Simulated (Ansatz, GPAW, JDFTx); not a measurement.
SnSe: programs and potentials compared

```xyz
2
Lattice="4.2568 0.0000 0.0000 2.1284 3.6865 0.0000 2.1284 1.2288 3.4756" Properties=species:S:1:pos:R:3 pbc="T T T"
Sn    0.0000    0.0000    0.0000
Se    4.2568    2.4577    1.7378
```

Measurements of this composition are mostly on another form, of space group No. 62.

Alike in all runs: task single point; functional PBEsol; k mesh 8 × 8 × 8; occupations gaussian, width 0.1 eV; no spin polarisation; no spin-orbit coupling. Pressure is positive in compression and, in plane waves, holds the error of the finite cutoff.

```
                                        program and potentials  plane-wave cutoff (eV)                                    notes  band gap (eV)  pressure (GPa)
JDFTx, PseudoDojo-SR-PBEsol-0.4.1-standard with smoothed tails                    1170  15 valence electrons an atom on average           0.64           -1.91
                Ansatz, all-electron LAPW, scalar-relativistic                       -                                        -           0.65           -1.93
             GPAW, PAW data sets generated for this functional                     600  10 valence electrons an atom on average           0.66           -2.10
```

The band gap spans 0.64 (JDFTx, PseudoDojo-SR-PBEsol-0.4.1-standard with smoothed tails) to 0.66 eV (GPAW, PAW data sets generated for this functional), with all-electron results at 0.65. The pressure spans -2.10 (GPAW, PAW data sets generated for this functional) to -1.91 GPa (JDFTx, PseudoDojo-SR-PBEsol-0.4.1-standard with smoothed tails), with all-electron results at -1.93. Spin-orbit coupling, left out here, moves the band edges of heavy atoms.

Differences between rows come from potentials, basis sets and numerical settings, since the functional is the same but for its coding. Runs on potential files found faulty are left out.

The three codes agree closely on the gap, so its value for this rock-salt cell reflects the functional and the geometry far more than the potentials. The negative pressures mean that the cell is stretched relative to its PBEsol equilibrium and would contract if relaxed. GPAW's more negative value may come from its lower cutoff or from a larger frozen core, probably including the selenium d shell; the rows can't separate the two.

In cubic SnSe, filled Sn s states mix with Se p states and push the resulting antibonding states up in energy. In the ordinary band order these states form the top of the valence band and Sn p states form the conduction edge; in the inverted order the two characters are exchanged near L. Off-centring in the orthorhombic form lets Sn s and p mix, making the lone pair stereochemically active and changing both band edges. The gap here therefore shouldn't be judged against measurements on that layered phase. Nor does a finite gap establish ordinary band order: rock-salt SnSe is known as a topological crystalline insulator, and identifying that character requires the symmetries of the band-edge states.
